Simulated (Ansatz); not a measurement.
# Response of N to small distortions

```
CELL_PARAMETERS angstrom
0.00000 2.09207 2.09207
2.09207 0.00000 2.09207
2.09207 2.09207 0.00000
ATOMIC_POSITIONS crystal
N 0.00000 0.00000 0.00000
N 0.25000 0.25000 0.25000
```

Atoms are numbered in the order listed.

The structure comes from a relaxation in the same program, started in the diamond type, and has space group Fd-3m. Whether it is a known phase or the ground state wasn't checked.

Theory: Ansatz 0.2.0, DFT, PBE, all-electron PAW with datasets made for the crystal, scalar-relativistic.

Sampling and basis: a Γ-centred 13×13×13 k mesh, Fermi–Dirac smearing of 0.08 eV, cutoff 440 eV (chosen by the program for this cell), no spin polarisation.

The unchanged cell is at -0.02 GPa.

In a metal, stresses and small energies carry noise from the k mesh.

x, y and z are the Cartesian axes of the cell as listed; fractional coordinates follow a strain, and an engineering shear is twice the off-diagonal strain component.

Q: With this change (z strained by +4 % at fixed volume), what becomes of the energy and stress?

A: Energy change -4 meV/atom; stress change (xx, yy, zz, yz, xz, xy) -2.10, -2.10, 2.31, 0.00, 0.00, 0.00 GPa, compression positive.

With atom 1 (N) moved by (0.0300, 0.0000, 0.0000) Å: energy change under 1 meV/atom; stress change (xx, yy, zz, yz, xz, xy) 0.43, -0.30, -0.30, -2.73, 0.00, 0.00 GPa, compression positive.
